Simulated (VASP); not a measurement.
Wanted: the native input for a VASP 6.6.1 run.

```yaml
Task: relaxation of cell and atoms
Functional: PBE
Potentials_or_basis: VASP PAW PBE potentials, release 64 (Na_pv)
Cutoff: 520 eV
k_mesh: 13 × 13 × 7
Occupations: gaussian, width 0.1 eV
Spin: no spin polarisation
Further_INCAR_settings: ALGO = Normal; EDIFF = 1e-06; IBRION = 2; EDIFFG = -0.01; NSW = 90; ISIF = 3
```

The structure of Na lies in POSCAR:

```
Na
1.0
    3.7670000000      0.0000000000      0.0000000000
   -1.8835000000      3.2623177000      0.0000000000
    0.0000000000      0.0000000000      6.1540000000
Na
2
Direct
    0.3333333300      0.6666666700      0.2500000000
    0.6666666700      0.3333333300      0.7500000000
```

This isn't the form of Na at room conditions, which is bcc.

One way to write it, as run:

INCAR

```
SYSTEM = Na
PREC     = Accurate       ! precision mode
ENCUT    = 520            ! plane-wave cutoff, eV
EDIFF    = 1E-6           ! SCF threshold, eV
ISMEAR   = 0              ! smearing method
SIGMA    = 0.1            ! smearing width, eV
LREAL    = .FALSE.        ! projectors in reciprocal space
LASPH    = .TRUE.         ! aspherical terms in the spheres
NELM     = 120            ! most SCF steps
ALGO     = Normal         ! electronic algorithm
ISIF     = 3              ! what is computed and relaxed
LWAVE    = .FALSE.        ! write WAVECAR
LCHARG   = .FALSE.        ! write CHGCAR
GGA      = PE             ! functional
IBRION   = 2              ! ionic algorithm
NSW      = 90             ! ionic steps
EDIFFG   = -0.01          ! ionic threshold
```

KPOINTS

```
Automatic mesh
0
G
  13 13 7
  0 0 0
```

Potentials or basis: VASP PAW PBE potentials, release 64 (Na_pv).

The run is started by

```sh
$ cat potpaw_PBE.64/Na_pv/POTCAR > POTCAR
$ mpirun -np 1 vasp_std > vasp.out
```

Results of the run:

```json
{
 "Relaxed volume": "37.01 Å³/atom",
 "Relaxed cell": "a = 3.720 Å, b = 3.720 Å, c = 6.177 Å, α = 90.00°, β = 90.00°, γ = 120.00°",
 "Space group after relaxing (to 0.05 Å)": "P6_3/mmc (No. 194)",
 "Energy gained by relaxing": "0.5 meV/atom",
 "Ionic steps": "9",
 "Pressure after relaxing": "0.0 GPa",
 "Band gap on the k mesh": "none (metal or under the smearing width)"
}
```

Wall time 110 s on 1 thread of Intel(R) Xeon(R) Platinum 8488C (Sapphire Rapids) (shared host), peak memory 0.21 GiB.
